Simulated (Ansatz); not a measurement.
# Sb (P2_1/m) in Ansatz: further runs

One crystal, Sb, is run at these levels: r2SCAN; tasks: single point, equation of state.

All numbers are computed with Ansatz 0.2.0; they aren't measurements. Logs are shortened: lines on timing, memory, paths and dates and some standing lists are left out, and cuts for length are marked.

## Step 1: The crystal as given

It takes space group P2_1/m (No. 11, monoclinic). Conventional cell: a = 4.528 Å, b = 4.421 Å, c = 6.500 Å, α = 90.00°, β = 101.72°, γ = 90.00°. Sb (site symmetry m) is surrounded by 3 Sb at 2.92 to 2.98 Å. Sb (site symmetry m) has 3 Sb at 2.92 to 2.98 Å as nearest neighbours.

This isn't the form of Sb at room conditions, which is rhombohedral.

## Step 2: Single point, r2SCAN, 29.94 Å³/atom (volume scaled by 0.94)

Input file input.yaml:

```yaml
crystal:
  lattice:
    - [4.4352720244, 0.0, 0.0]
    - [0.0, 4.3308481452, 0.0]
    - [-1.2935620687, 0.0, 6.2344268918]
  atoms:
    - { symbol: Sb, position: [0.33993, 0.25, 0.68367] }
    - { symbol: Sb, position: [0.936638, 0.75, 0.762758] }
    - { symbol: Sb, position: [0.063362, 0.25, 0.237242] }
    - { symbol: Sb, position: [0.66007, 0.75, 0.31633] }
hamiltonian:
  xc: r2scan
  pseudopotentials: { kind: paw }
kpoints:
  mp_grid: { grid: [6, 6, 4] }
scf:
  occupations: { method: fermi_dirac, width: 0.05 }
output:
  forces: true
  stress: true
  eigenvalues: true
```

Potentials or basis: Ansatz PAW.

Command:

```bash
ansatz run input.yaml --threads 2 --pin off --max-ram 5632MiB --backend cpu --events-out ev --progress --plain --runs-dir out
```

Output:

```text
Warning: RAYON_NUM_THREADS=2 ignored (pool sized by the plan → 2); use --threads N
Engine: ansatz 0.2.0, aarch64-unknown-linux-gnu
Pseudopotentials: kind: paw
Pseudopotential: Sb, paw, valence charge 15, recommended cutoff 500 eV (meta_gga), Sb.paw.azcp
Functional definition: r2SCAN
  parameter k0 = 0.174
  parameter k1 = 0.065
  parameter a1 = 4.9479
  exchange = r2scan_x(k0 = k0, k1 = k1, a1 = a1)
  correlation = r2scan_c
Crystal: 4 atoms, lattice volume = 119.754 Å³
Basis set: ecut = 500 eV, 3005 PW (Γ), exchange–correlation on 144×128×192 points (64 copies of the dense FFT grid, shifted against one another)
Bands: 36, of which v1, the nominal top of the filled ones, is band 30 counted from 1 (29 counted from 0)
Symmetry: 4 space group operations
Space group: P21/m (ITA 11), of the structure as read, at distance tolerance 4.9e-5 Å
k-points: 56 of 144
Non-local potential: Sb, projectors of the file, l = 0: 2, l = 1: 2, l = 2: 2, l = 3: 2
PAW form: soft (Blöchl's): semilocal exchange-correlation on the pseudo side does not see the compensation charge
PAW frozen core: Sb, regenerated for the run's functional (the file was generated under x = pbe(κ = 0.804, μ = 0.2195149727645171), c = pbe(β = 0.06672455060314922))
PAW one-centre angular grid: Sb, 590 points (default); XC on 160 Gauss nodes
Initial density: superposition of atomic densities (neutral atoms: chi_scale 0, normalization atom), corrected by the library's trained network
Initial wavefunctions: pseudopotential atomic-orbital guess
Functional: x = r2scan, c = r2scan; τ floored in thin density (d = 2e-4 eV/Å³)
SCF iter   1: F=—  HF=-25995.908198 eV  |F-HF|=—  |Δ(HF+E_count)|=         —  Δρ=5.72e-3  dr2=2.40e-2  dr2_τ=4.65e-3  ethr=1.77e-3  ⟨swp⟩=8.1  Hψ=8992  notcnv=0
preconditioner: auto → Resta (q_TF=auto, 2.431 Å⁻¹)  ε∞=4.4  [insulator: Δε(μ)=0.171 eV  Ē_g=8.264 eV  σ=0.050 eV  W_gap=0.69  n_scr=30 (ndim 8)  ℏωp=15.2 eV  f_vac=0.000  D(μ)=0.43/eV (n_scr^D=0)  ε∞_Penn≈4.4]
SCF iter   2: F=—  HF=-25995.941803 eV  |F-HF|=—  |Δ(HF+E_count)|=   3.36e-2  Δρ=3.20e-3  dr2=7.83e-3  dr2_τ=1.08e-4  ethr=4.00e-5  ⟨swp⟩=2.0  Hψ=3320  notcnv=0  defer=40
SCF iter   3: F=—  HF=-25995.944895 eV  |F-HF|=—  |Δ(HF+E_count)|=   3.09e-3  Δρ=6.61e-4  dr2=4.65e-4  dr2_τ=2.06e-5  ethr=1.30e-5  ⟨swp⟩=2.0  Hψ=2480  notcnv=0  defer=40
SCF iter   4: F=—  HF=-25995.944989 eV  |F-HF|=—  |Δ(HF+E_count)|=   9.40e-5  Δρ=1.34e-4  dr2=2.26e-5  dr2_τ=4.07e-7  ethr=7.75e-7  ⟨swp⟩=2.4  Hψ=3147  notcnv=0  defer=40
SCF iter   5: F=—  HF=-25995.945003 eV  |F-HF|=—  |Δ(HF+E_count)|=   1.45e-5  Δρ=3.87e-5  dr2=2.16e-6  dr2_τ=4.67e-8  ethr=3.77e-8  ⟨swp⟩=2.0  Hψ=2537  notcnv=0  defer=40
SCF iter   6: F=—  HF=-25995.945004 eV  |F-HF|=—  |Δ(HF+E_count)|=   1.25e-6  Δρ=1.00e-5  dr2=1.79e-7  dr2_τ=1.02e-8  ethr=3.61e-9  ⟨swp⟩=3.0  Hψ=3849  notcnv=0  defer=40
SCF iter   7: F=-25995.945004 eV  HF=-25995.945004 eV  |F-HF|=7.43e-9  |Δ(HF+E_count)|=   1.90e-8  Δρ=3.14e-6  dr2=1.05e-8  dr2_τ=2.94e-10  ethr=1.67e-10  ⟨swp⟩=8.3  Hψ=7903  notcnv=0
SCF 1 converged in 7 iterations: F = -25995.945004 eV  dr2 = 1.05e-8
SCF converged after 7 iterations
Free energy (F): -25995.945004 eV
Harris-Foulkes:  -25995.945004 eV  (|F-HF|=7.43e-9)
Internal energy: -25995.940788 eV  (E = F + TS)
E sigma→0 (E₀):  -25995.942896 eV
Entropy (-TS):   -0.004216 eV (-1.054 meV/atom)
Fermi energy:    10.028812 eV
--- Per-component energies (eV) ---
  E_band       = -711.529046
  E_kinetic    = 826.164251
  E_local      = -6447.437984  (includes V_loc(G=0)·N_el)
  E_nonlocal   = 1451.947708
  E_hartree    = 2933.737090
  E_xc         = -509.406317
  E_vxc        = -410.997449  (∫ρ·V_xc dr)
  E_paw        = -18407.334774  (= ΣΔE_a)
  E_vpaw       = -2026.341154  (= ΣTr[D̂ρ^β])
  E_aug_tail   = -0.000003  (compensation charges beyond the density's cutoff)
  E_vtau       = 27.664463  (kinetic-family band-sum trace: ∫τ·v_τ [+ j·A + Jᵃ·Aᵃ] dr)
  E_ewald      = -5845.634908
  E_core_change = 2.024148  (= ΣΔE_core)
  E_smearing   = -0.004216  (= −TS)
  E_closure    = 0.000000  (closes the sum)
  Σ components = -25995.945004   (vs F -25995.945004, Δ=0.00e0)
--- Forces (eV/Å), atoms counted from 1 ---
  atom   1  Sb     0.03811860     0.00000000     0.26643093
  atom   2  Sb     0.05163963     0.00000000     0.11595238
  atom   3  Sb    -0.05163963     0.00000000    -0.11595238
  atom   4  Sb    -0.03811860     0.00000000    -0.26643093
  max |Σ_I F_I| component: 5.55e-17 eV/Å
--- Stress (GPa, compression-positive) ---
        2.768378       0.000000       0.207912
        0.000000       2.600171       0.000000
        0.207912       0.000000       3.131593
  P = ⅓ Tr σ = 2.8334 GPa (28.334 kbar)
--- Band table (eV; the first three rows and the last of 56) ---
  k-point 0: bands = ["-20.1699", "-20.1619", "-20.1616", "-20.1115", "-20.1003", "-20.0860", "-20.0806", "-20.0478", "-20.0428", "-20.0335", "-19.9520", "-19.9277", "-19.9223", "-19.9196", "-19.9123", "-19.8870", "-19.8870", "-19.8488", "-19.8368", "-19.8362", "-3.3325", "-0.5283", "2.4388", "3.2410", "5.4751", "6.0003", "6.7987", "7.4863", "8.2983", "9.7811", "12.0986", "12.9598", "13.1731", "13.3241", "13.3249", "13.8427"]
  k-point 1: bands = ["-20.1710", "-20.1627", "-20.1604", "-20.1091", "-20.0989", "-20.0826", "-20.0801", "-20.0527", "-20.0492", "-20.0311", "-19.9522", "-19.9284", "-19.9214", "-19.9182", "-19.9124", "-19.8869", "-19.8866", "-19.8488", "-19.8367", "-19.8360", "-3.1755", "-1.0356", "2.3984", "3.9498", "5.8568", "6.1747", "6.4669", "7.7902", "7.9177", "9.5285", "11.4429", "11.8857", "12.6628", "13.2988", "14.0687", "14.3084"]
  k-point 2: bands = ["-20.1720", "-20.1635", "-20.1594", "-20.1073", "-20.0953", "-20.0864", "-20.0684", "-20.0614", "-20.0564", "-20.0298", "-19.9523", "-19.9292", "-19.9205", "-19.9167", "-19.9126", "-19.8868", "-19.8862", "-19.8487", "-19.8366", "-19.8358", "-2.9539", "-1.5311", "2.3936", "4.4368", "6.2246", "6.4390", "7.1288", "7.4731", "7.9343", "8.1638", "10.7026", "11.9478", "12.3161", "13.2532", "14.1931", "14.7796"]
  k-point 55: bands = ["-20.1594", "-20.1594", "-20.1061", "-20.1061", "-20.0795", "-20.0795", "-20.0629", "-20.0629", "-20.0329", "-20.0329", "-19.9364", "-19.9364", "-19.9285", "-19.9285", "-19.9135", "-19.9135", "-19.8916", "-19.8916", "-19.8470", "-19.8470", "-0.4607", "-0.4607", "1.3523", "1.3523", "4.1694", "4.1694", "5.6160", "5.6160", "8.4548", "8.4548", "12.1600", "12.1600", "13.8313", "13.8313", "15.1483", "15.1483"]
```

Wall time 19 s (2 threads of Arm Neoverse V1, shared host); peak memory 0.71 GiB.

What came out:

```yaml
Free_energy: -25995.9450 eV
Pressure: 2.8 GPa
Largest_force: 0.269 eV/Å
Band_gap_on_the_k_mesh: none (metal or under the smearing width)
```

Caveat: the PAW data sets come from PBE, with cores solved anew for the run's functional, which leaves a small shift of forces and pressure.

## Step 3: Single point, r2SCAN, 30.58 Å³/atom (volume scaled by 0.96)

Edit input.yaml of step 2 so:

```diff
@@ -2,5 +2,5 @@
   lattice:
-    - [4.4352720244, 0.0, 0.0]
-    - [0.0, 4.3308481452, 0.0]
-    - [-1.2935620687, 0.0, 6.2344268918]
+    - [4.4665073636, 0.0, 0.0]
+    - [0.0, 4.3613480807, 0.0]
+    - [-1.3026719609, 0.0, 6.2783327531]
   atoms:
@@ -21 +21,5 @@
   eigenvalues: true
+  write_density: true
+  write_potential: true
+  elf: true
+  volumetric_format: npy
```

Potentials or basis: Ansatz PAW.

Command:

```bash
ansatz run input.yaml --threads 2 --pin off --max-ram 5632MiB --backend cpu --events-out ev --progress --plain --runs-dir out
```

Wall time 24 s (2 threads of Arm Neoverse V1, shared host); peak memory 0.71 GiB.

Results (log left out):

* Free energy: -25995.9795 eV
* Pressure: 1.5 GPa
* Largest force: 0.198 eV/Å
* Band gap on the k mesh: none (metal or under the smearing width)

Caveat: the PAW data sets come from PBE, with cores solved anew for the run's functional, which leaves a small shift of forces and pressure.

## Step 4: Single point, r2SCAN, 31.21 Å³/atom (volume scaled by 0.98)

Edit input.yaml of step 3 so:

```diff
@@ -2,5 +2,5 @@
   lattice:
-    - [4.4665073636, 0.0, 0.0]
-    - [0.0, 4.3613480807, 0.0]
-    - [-1.3026719609, 0.0, 6.2783327531]
+    - [4.4973118361, 0.0, 0.0]
+    - [0.0, 4.3914272939, 0.0]
+    - [-1.3116561893, 0.0, 6.321632968]
   atoms:
@@ -21,5 +21 @@
   eigenvalues: true
-  write_density: true
-  write_potential: true
-  elf: true
-  volumetric_format: npy
```

Command:

```bash
ansatz run input.yaml --threads 2 --pin off --max-ram 5632MiB --backend cpu --events-out ev --progress --plain --runs-dir out
```

Run time: 20 s. Hardware: 2 threads of Arm Neoverse V1, shared host; peak memory 0.75 GiB.

Results (log left out):

| Property | Result |
| --- | --- |
| Free energy | -25995.9942 eV |
| Pressure | 0.4 GPa |
| Largest force | 0.225 eV/Å |
| Band gap on the k mesh | none (metal or under the smearing width) |

Caveat: the PAW data sets come from PBE, with cores solved anew for the run's functional, which leaves a small shift of forces and pressure.

## Step 5: Single point, r2SCAN, 31.85 Å³/atom

Edit input.yaml of step 4 so:

```diff
@@ -2,5 +2,5 @@
   lattice:
-    - [4.4973118361, 0.0, 0.0]
-    - [0.0, 4.3914272939, 0.0]
-    - [-1.3116561893, 0.0, 6.321632968]
+    - [4.5277, 0.0, 0.0]
+    - [0.0, 4.4211, 0.0]
+    - [-1.320519, 0.0, 6.364348]
   atoms:
```

Command:

```bash
ansatz run input.yaml --threads 2 --pin off --max-ram 5632MiB --backend cpu --events-out ev --progress --plain --runs-dir out
```

Run time: 21 s. Hardware: 2 threads of Arm Neoverse V1, shared host; peak memory 0.76 GiB.

The run converged. Its results:

- Free energy: -25995.9914 eV
- Pressure: -0.7 GPa
- Largest force: 0.344 eV/Å
- Band gap on the k mesh: none (metal or under the smearing width)

Caveat: the PAW data sets come from PBE, with cores solved anew for the run's functional, which leaves a small shift of forces and pressure.

## Step 6: Single point, r2SCAN, 32.49 Å³/atom (volume scaled by 1.02)

Edit input.yaml of step 5 so:

```diff
@@ -2,5 +2,5 @@
   lattice:
-    - [4.5277, 0.0, 0.0]
-    - [0.0, 4.4211, 0.0]
-    - [-1.320519, 0.0, 6.364348]
+    - [4.5576856421, 0.0, 0.0]
+    - [0.0, 4.4503796612, 0.0]
+    - [-1.3292644138, 0.0, 6.4064972283]
   atoms:
```

Potentials or basis: Ansatz PAW.

Command:

```bash
ansatz run input.yaml --threads 2 --pin off --max-ram 5632MiB --backend cpu --events-out ev --progress --plain --runs-dir out
```

Wall time 24 s (2 threads of Arm Neoverse V1, shared host); peak memory 0.76 GiB.

The run converged. Its results:

- Free energy: -25995.9728 eV
- Pressure: -1.6 GPa
- Largest force: 0.458 eV/Å
- Band gap on the k mesh: none (metal or under the smearing width)

Caveat: the PAW data sets come from PBE, with cores solved anew for the run's functional, which leaves a small shift of forces and pressure.

## Step 7: Single point, r2SCAN, 33.12 Å³/atom (volume scaled by 1.04)

Edit input.yaml of step 6 so:

```diff
@@ -2,5 +2,5 @@
   lattice:
-    - [4.5576856421, 0.0, 0.0]
-    - [0.0, 4.4503796612, 0.0]
-    - [-1.3292644138, 0.0, 6.4064972283]
+    - [4.5872818327, 0.0, 0.0]
+    - [0.0, 4.4792790402, 0.0]
+    - [-1.3378962428, 0.0, 6.4480990254]
   atoms:
@@ -21 +21,5 @@
   eigenvalues: true
+  write_density: true
+  write_potential: true
+  elf: true
+  volumetric_format: npy
```

Command:

```bash
ansatz run input.yaml --threads 2 --pin off --max-ram 5632MiB --backend cpu --events-out ev --progress --plain --runs-dir out
```

Wall time 28 s (2 threads of Arm Neoverse V1, shared host); peak memory 0.77 GiB.

Results (log left out):

| Quantity | Value |
| --- | --- |
| Free energy | -25995.9403 eV |
| Pressure | -2.5 GPa |
| Largest force | 0.565 eV/Å |
| Band gap on the k mesh | none (metal or under the smearing width) |

Caveat: the PAW data sets come from PBE, with cores solved anew for the run's functional, which leaves a small shift of forces and pressure.

## Step 8: Single point, r2SCAN, 33.76 Å³/atom (volume scaled by 1.06)

Edit input.yaml of step 7 so:

```diff
@@ -2,5 +2,5 @@
   lattice:
-    - [4.5872818327, 0.0, 0.0]
-    - [0.0, 4.4792790402, 0.0]
-    - [-1.3378962428, 0.0, 6.4480990254]
+    - [4.6165009761, 0.0, 0.0]
+    - [0.0, 4.5078102492, 0.0]
+    - [-1.3464181047, 0.0, 6.4891708272]
   atoms:
@@ -21,5 +21 @@
   eigenvalues: true
-  write_density: true
-  write_potential: true
-  elf: true
-  volumetric_format: npy
```

Command:

```bash
ansatz run input.yaml --threads 2 --pin off --max-ram 5632MiB --backend cpu --events-out ev --progress --plain --runs-dir out
```

Run time: 22 s. Hardware: 2 threads of Arm Neoverse V1, shared host; peak memory 0.78 GiB.

The run converged. Its results:

| Quantity | Value |
| --- | --- |
| Free energy | -25995.8952 eV |
| Pressure | -3.2 GPa |
| Largest force | 0.666 eV/Å |
| Band gap on the k mesh | none (metal or under the smearing width) |

Caveat: the PAW data sets come from PBE, with cores solved anew for the run's functional, which leaves a small shift of forces and pressure.

## Step 9: Equation of state, r2SCAN

Potentials or basis: Ansatz PAW.

No new run: the results of the series are fitted here.

What came out:

| Property | Result |
| --- | --- |
| Equilibrium volume | 31.42 Å³/atom |
| Bulk modulus at fixed shape and positions | 53 GPa |
| Pressure derivative of the bulk modulus | 4.6 |

Energy against volume, from the lowest point:
| volume (Å³/atom) | energy (meV/atom) |
| --- | --- |
| 29.938 | 12.30 |
| 30.575 | 3.69 |
| 31.212 | 0.00 |
| 31.849 | 0.71 |
| 32.486 | 5.34 |
| 33.123 | 13.49 |
| 33.760 | 24.77 |

Caveat: the cell was scaled at fixed shape and fractional positions, which overstates the stiffness of a crystal with free parameters, most of all of layers and chains; the PAW data sets were made with another functional, which shifts forces and pressure a little.
